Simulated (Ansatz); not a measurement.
# I (Cmce) in Ansatz: notebook

The runs below take I through single point, with r2SCAN0 form with a typed share of exact exchange.

Everything below comes from runs of Ansatz 0.2.0. Logs are shortened: lines on timing, memory, paths and dates and some standing lists are left out, and cuts for length are marked.

## Step 1: Starting point

The structure is orthorhombic, space group Cmce (No. 64). The conventional cell has a = 7.270 Å, b = 4.790 Å, c = 9.793 Å, α = 90.00°, β = 90.00°, γ = 90.00°. I (site symmetry m) is surrounded by 1 I at 2.68 Å.

## Step 2: Single point, r2SCAN0 form with a typed share of exact exchange

input.yaml

```yaml
crystal:
  lattice:
    - [3.635035, -2.39502, 0.0]
    - [3.635035, 2.39502, 0.0]
    - [0.0, 0.0, 9.79344]
  atoms:
    - { symbol: I, position: [0.6493, 0.3507, 0.3844] }
    - { symbol: I, position: [0.1493, 0.8507, 0.1156] }
    - { symbol: I, position: [0.3507, 0.6493, 0.6156] }
    - { symbol: I, position: [0.8507, 0.1493, 0.8844] }
hamiltonian:
  xc: { exchange: r2scan, correlation: r2scan, exx: { coeff: 0.35 } }
  pseudopotentials: { kind: paw }
kpoints:
  mp_grid: { grid: [4, 4, 2] }
scf:
  occupations: { method: fermi_dirac, width: 0.05 }
output:
  forces: true
  stress: true
  eigenvalues: true
  write_density: true
  write_potential: true
  elf: true
  volumetric_format: npy
```

Potentials or basis: Ansatz PAW.

The run is started by

```console
> ansatz run input.yaml --threads 2 --pin off --max-ram 5632MiB --backend cpu --events-out ev --progress --plain --runs-dir out
```

Log:

```text
Warning: output.stress: scf.convergence.dr2_threshold = 1e-7 eV (the SCF's general default) is looser than the 4e-10 eV advised for a printed stress (1e-10 eV for each atom of the cell: 4). What an SCF threshold leaves in a stress goes as its square root, and in the free energy as the threshold itself, and one threshold admits the most on a small cell: of the crystals measured, under no hybrid functional and no lock of the moments, on runs that ended without the residual-converged pass, on stresses that held no estimate of that error, the worst erred by over 100 MPa in a component at 1e-7 eV an atom and by under 5 at 1e-10. Set scf.convergence.dr2_threshold to 4e-10 eV or tighter. The threshold is an SCF's pass mark: one that does not reach it within its budget of iterations ends unconverged, or closes short of it on a stop that the run arms, and scf.convergence.dr2_threshold's page says what that costs each kind of run
Warning: output.stress: scf.exx.energy_threshold = 1e-6 eV is looser than the 4e-8 eV advised for a stress under a hybrid functional (1e-8 eV for each atom of the cell: 4). Every SCF of the exchange loop can meet its threshold on dr2 while the loop round them stops early: no threshold on dr2 bounds what that leaves in the stress. Set scf.exx.energy_threshold to 4e-8 eV or tighter. The threshold is the loop's pass mark: a loop that does not reach it within its budget of cycles ends unconverged, and scf.exx.energy_threshold's page has the law
Warning: RAYON_NUM_THREADS=2 ignored (pool sized by the plan → 2); use --threads N
Engine: ansatz 0.2.0, aarch64-unknown-linux-gnu
Pseudopotentials: kind: paw
Pseudopotential: I, paw, valence charge 17, recommended cutoff 500 eV (meta_gga), I.paw.azcp
Functional definition: unnamed
  parameter a_1 = 0.35
  exchange = (1 - a_1)*r2scan_x + a_1*exact_x
  correlation = r2scan_c
Crystal: 4 atoms, lattice volume = 170.523 Å³
Basis set: ecut = 500 eV, 4299 PW (Γ), exchange–correlation on 128×128×288 points (64 copies of the dense FFT grid, shifted against one another)
Bands: 41, of which v1, the nominal top of the filled ones, is band 34 counted from 1 (33 counted from 0)
Symmetry: 8 space group operations
Space group: Cmce (ITA 64), of the structure as read, at distance tolerance 5.5e-5 Å
k-points: 14 of 32
Non-local potential: I, projectors of the file, l = 0: 2, l = 1: 2, l = 2: 2, l = 3: 2
PAW form: soft (Blöchl's): semilocal exchange-correlation on the pseudo side does not see the compensation charge
PAW frozen core: I, regenerated for the run's functional, and the local potential with it (the file was generated under x = pbe(κ = 0.804, μ = 0.2195149727645171), c = pbe(β = 0.06672455060314922))
PAW one-centre angular grid: I, 590 points (default); XC on 160 Gauss nodes
Initial density: superposition of atomic densities (neutral atoms: chi_scale 0, normalization atom), corrected by the library's trained network
Initial wavefunctions: pseudopotential atomic-orbital guess
Functional: x = r2scan, c = r2scan; τ floored in thin density (d = 2e-4 eV/Å³), warm-up for x = 0.65 r2scan + 0.35 exact, c = r2scan; τ floored in thin density (d = 2e-4 eV/Å³)
SCF iter   1: F=—  HF=-30112.009993 eV  |F-HF|=—  |Δ(HF+E_count)|=         —  Δρ=3.39e-3  dr2=1.94e-2  dr2_τ=7.98e-3  ethr=1.77e-3  ⟨swp⟩=13.5  Hψ=2581  notcnv=0
preconditioner: auto → none  [insulator: Δε(μ)=1.533 eV  Ē_g=10.814 eV  σ=0.050 eV  W_gap=1.00  n_scr=36 (ndim 8)  ℏωp=15.0 eV  f_vac=0.061  D(μ)=0.00/eV (n_scr^D=0)]
[... 38 lines left out ...]
Stability not checked: this state was not tested for a lower state beside it, because the functional holds exact exchange (a hybrid, or Hartree-Fock), whose exchange loop this test does not read (fock_operator; see scf.lower_state_search)
Free energy (F): -30112.601158 eV
Frozen-core exchange: fock
Harris-Foulkes:  -30112.601158 eV  (|F-HF|=3.86e-10)
Internal energy: -30112.601158 eV  (E = F + TS)
E sigma→0 (E₀):  -30112.601158 eV
Fermi energy:    5.176279 eV
--- Per-component energies (eV) ---
  E_band       = -1878.743487
  E_kinetic    = 753.495795
  E_local      = -8204.622084  (includes V_loc(G=0)·N_el)
  E_nonlocal   = -370.314717
  E_hartree    = 4193.118635
  E_xc         = -332.001912
  E_vxc        = -371.961877  (∫ρ·V_xc dr)
  E_exx        = -319.668943  (= α·E_x^exact, valence–valence)
  E_paw        = -19178.159442  (= ΣΔE_a)
  E_vpaw       = -1448.585803  (= ΣTr[D̂ρ^β])
  E_aug_tail   = -0.000106  (compensation charges beyond the density's cutoff)
  E_vtau       = 16.346837  (kinetic-family band-sum trace: ∫τ·v_τ [+ j·A + Jᵃ·Aᵃ] dr)
  E_ewald      = -6652.942316
  E_core_change = -1.506069  (= ΣΔE_core)
  E_smearing   = -0.000000  (= −TS)
  E_closure    = 0.000000  (closes the sum)
  Σ components = -30112.601158   (vs F -30112.601158, Δ=7.28e-12)
--- Forces (eV/Å), atoms counted from 1 ---
  atom   1  I     -0.00000000     0.02730676     0.01746328
  atom   2  I      0.00000000     0.02730676    -0.01746328
  atom   3  I      0.00000000    -0.02730676    -0.01746328
  atom   4  I     -0.00000000    -0.02730676     0.01746328
  max |Σ_I F_I| component: 6.51e-19 eV/Å
--- Stress (GPa, compression-positive) ---
        0.507283       0.000000      -0.000000
        0.000000       0.428681       0.000000
       -0.000000       0.000000       0.350967
  P = ⅓ Tr σ = 0.4290 GPa (4.290 kbar)
--- Band table (eV; the first three rows and the last of 14) ---
  k-point 0: bands = ["-45.7222", "-45.7181", "-45.5904", "-45.5864", "-45.5647", "-45.5615", "-45.5300", "-45.5296", "-45.5249", "-45.5215", "-45.4902", "-45.4898", "-45.1867", "-45.1865", "-45.1863", "-45.1862", "-45.1831", "-45.1828", "-45.1828", "-45.1823", "-12.2011", "-11.6361", "-9.7636", "-8.5689", "-1.6133", "0.0002", "1.2192", "1.3918", "1.7060", "1.8499", "2.0891", "2.7143", "3.0866", "3.1643", "7.0354", "8.0144", "11.0487", "11.1693", "11.2907", "12.9241", "13.3459"]
  k-point 1: bands = ["-45.7202", "-45.7202", "-45.5884", "-45.5884", "-45.5632", "-45.5632", "-45.5298", "-45.5298", "-45.5231", "-45.5231", "-45.4900", "-45.4900", "-45.1865", "-45.1865", "-45.1863", "-45.1863", "-45.1829", "-45.1829", "-45.1825", "-45.1825", "-11.9673", "-11.9673", "-9.1412", "-9.1412", "-0.8988", "-0.8988", "1.6173", "1.6173", "1.7748", "1.7748", "2.1775", "2.1775", "3.1286", "3.1286", "7.3451", "7.3451", "11.6145", "11.6145", "12.1057", "12.1057", "13.0099"]
  k-point 2: bands = ["-45.7215", "-45.7186", "-45.5899", "-45.5870", "-45.5642", "-45.5619", "-45.5299", "-45.5296", "-45.5243", "-45.5219", "-45.4901", "-45.4898", "-45.1864", "-45.1863", "-45.1861", "-45.1861", "-45.1830", "-45.1829", "-45.1828", "-45.1825", "-11.9837", "-11.5602", "-9.5864", "-8.7567", "-1.6303", "-0.6601", "0.4303", "0.5382", "1.3422", "1.4629", "2.5697", "2.6898", "2.8461", "3.0453", "7.2208", "7.8000", "11.7752", "11.7955", "12.1816", "12.8525", "13.2548"]
  k-point 13: bands = ["-45.7201", "-45.7201", "-45.5883", "-45.5883", "-45.5632", "-45.5632", "-45.5297", "-45.5297", "-45.5230", "-45.5230", "-45.4896", "-45.4896", "-45.1863", "-45.1863", "-45.1859", "-45.1859", "-45.1828", "-45.1828", "-45.1824", "-45.1824", "-11.6174", "-11.6174", "-8.9500", "-8.9500", "-0.9055", "-0.9055", "-0.6182", "-0.6182", "1.1845", "1.1845", "1.9261", "1.9261", "2.0858", "2.0858", "7.0733", "7.0733", "11.9254", "11.9254", "13.0059", "13.0059", "13.2331"]
```

Run time: 100 s. Hardware: 2 threads of Arm Neoverse V2, shared host; peak memory 3.4 GiB.

Results:

```
Free energy            : -30112.6012 eV
Pressure               : 0.4 GPa
Largest force          : 0.032 eV/Å
Band gap on the k mesh : 3.59 eV, indirect (least direct gap 3.87 eV)
```

Forces on the atoms (eV/Å):
```
I    0.000  0.027  0.017
I    0.000  0.027 -0.017
I    0.000 -0.027 -0.017
I    0.000 -0.027  0.017
```

Stress tensor (GPa, compression positive):
```
0.51 0.00 0.00
0.00 0.43 0.00
0.00 0.00 0.35
```

Caveat: spin-orbit coupling is left out, which moves the levels of the heavy elements; the PAW data sets come from PBE, with cores solved anew for the run's functional, which leaves a small shift of forces and pressure; the thresholds are loose for stress. A k mesh can miss the band edges.

## Step 3: Single point, r2SCAN0 form with a typed share of exact exchange

input.yaml, as its differences from that of step 2:

```diff
@@ -11,3 +11,3 @@
 hamiltonian:
-  xc: { exchange: r2scan, correlation: r2scan, exx: { coeff: 0.35 } }
+  xc: { exchange: r2scan, correlation: r2scan, exx: { coeff: 0.5 } }
   pseudopotentials: { kind: paw }
```

Potentials or basis: Ansatz PAW.

The run is started by

```console
> ansatz run input.yaml --threads 2 --pin off --max-ram 5632MiB --backend cpu --events-out ev --progress --plain --runs-dir out
```

Log:

```text
Warning: output.stress: scf.convergence.dr2_threshold = 1e-7 eV (the SCF's general default) is looser than the 4e-10 eV advised for a printed stress (1e-10 eV for each atom of the cell: 4). What an SCF threshold leaves in a stress goes as its square root, and in the free energy as the threshold itself, and one threshold admits the most on a small cell: of the crystals measured, under no hybrid functional and no lock of the moments, on runs that ended without the residual-converged pass, on stresses that held no estimate of that error, the worst erred by over 100 MPa in a component at 1e-7 eV an atom and by under 5 at 1e-10. Set scf.convergence.dr2_threshold to 4e-10 eV or tighter. The threshold is an SCF's pass mark: one that does not reach it within its budget of iterations ends unconverged, or closes short of it on a stop that the run arms, and scf.convergence.dr2_threshold's page says what that costs each kind of run
[... 97 lines left out ...]
        0.000000       0.209011       0.000000
       -0.000000       0.000000      -0.321313
  P = ⅓ Tr σ = 0.1081 GPa (1.081 kbar)
--- Band table (eV; the first three rows and the last of 14) ---
  k-point 0: bands = ["-47.6115", "-47.6072", "-47.4768", "-47.4727", "-47.4482", "-47.4448", "-47.4172", "-47.4167", "-47.4066", "-47.4030", "-47.3757", "-47.3752", "-47.0660", "-47.0656", "-47.0655", "-47.0652", "-47.0622", "-47.0621", "-47.0619", "-47.0616", "-13.3676", "-12.7696", "-10.8273", "-9.5639", "-2.2411", "-0.5505", "0.5713", "0.7663", "1.0575", "1.2072", "1.4952", "2.1357", "2.4905", "2.5711", "7.4210", "8.4602", "11.3664", "11.4561", "11.6081", "13.2675", "13.6887"]
  k-point 1: bands = ["-47.6094", "-47.6094", "-47.4747", "-47.4747", "-47.4466", "-47.4466", "-47.4169", "-47.4169", "-47.4047", "-47.4047", "-47.3754", "-47.3754", "-47.0658", "-47.0658", "-47.0654", "-47.0654", "-47.0620", "-47.0620", "-47.0619", "-47.0619", "-13.1208", "-13.1208", "-10.1685", "-10.1685", "-1.4948", "-1.4948", "0.9961", "0.9961", "1.1290", "1.1290", "1.5819", "1.5819", "2.5341", "2.5341", "7.7366", "7.7366", "11.9558", "11.9558", "12.4356", "12.4356", "13.3590"]
  k-point 2: bands = ["-47.6108", "-47.6077", "-47.4763", "-47.4733", "-47.4476", "-47.4453", "-47.4171", "-47.4168", "-47.4060", "-47.4034", "-47.3755", "-47.3752", "-47.0657", "-47.0654", "-47.0653", "-47.0652", "-47.0622", "-47.0620", "-47.0619", "-47.0618", "-13.1378", "-12.6890", "-10.6393", "-9.7619", "-2.2733", "-1.2868", "-0.2170", "-0.1287", "0.6846", "0.8093", "1.9927", "2.0907", "2.2465", "2.4846", "7.5976", "8.2191", "12.0988", "12.1106", "12.5290", "13.1941", "13.6182"]
  k-point 13: bands = ["-47.6093", "-47.6093", "-47.4746", "-47.4746", "-47.4466", "-47.4466", "-47.4168", "-47.4168", "-47.4046", "-47.4046", "-47.3750", "-47.3750", "-47.0656", "-47.0656", "-47.0649", "-47.0649", "-47.0618", "-47.0618", "-47.0617", "-47.0617", "-12.7491", "-12.7491", "-9.9657", "-9.9657", "-1.5098", "-1.5098", "-1.3791", "-1.3791", "0.5574", "0.5574", "1.3094", "1.3094", "1.4487", "1.4487", "7.4536", "7.4536", "12.2654", "12.2654", "13.3590", "13.3590", "13.6287"]
```

v_z.tsv:

```text
# z_ang	v_es[eV]	v_tot[eV]
# format = ansatz-planar-average/11
# xc	r2scan50
# density_cutoff_ev	2000
# datasets	I=:simpson_from_first_knot:soft:fock:shift=0
# lattice	3.635035000	-2.395020000	0.000000000
# lattice	3.635035000	2.395020000	0.000000000
# lattice	0.000000000	0.000000000	9.793440000
# sites	4
# site	53	3.635035000	-0.715152972	3.764598336
# site	53	3.635035000	1.679867028	1.132121664
# site	53	3.635035000	0.715152972	6.028841664
# site	53	3.635035000	-1.679867028	8.661318336
0.000000	7.335751e0	2.711634e0
0.136020	7.038536e0	2.386114e0
0.272040	6.337283e0	1.608429e0
0.408060	5.597081e0	7.473696e-1
0.544080	5.103330e0	5.508802e-2
0.680100	4.962168e0	-2.615483e-1
[... 64 lines left out ...]
9.521400	6.337283e0	1.608429e0
9.657420	7.038536e0	2.386114e0
```

It took 1.8 min on 2 threads of Arm Neoverse V2, shared host; peak memory 3.4 GiB.

Results:

```
Free energy            : -30112.9575 eV
Pressure               : 0.1 GPa
Largest force          : 0.267 eV/Å
Band gap on the k mesh : 4.53 eV, indirect (least direct gap 4.85 eV)
```

Forces in eV/Å, atoms in the order of the input:
```
I    0.000  0.144  0.224
I    0.000  0.144 -0.224
I    0.000 -0.144 -0.224
I    0.000 -0.144  0.224
```

Stress tensor (GPa, compression positive):
```
 0.44  0.00  0.00
 0.00  0.21  0.00
 0.00  0.00 -0.32
```

Caveat: spin-orbit coupling is left out, which moves the levels of the heavy elements; the PAW data sets come from PBE, with cores solved anew for the run's functional, which leaves a small shift of forces and pressure; the thresholds are loose for stress. A k mesh can miss the band edges.
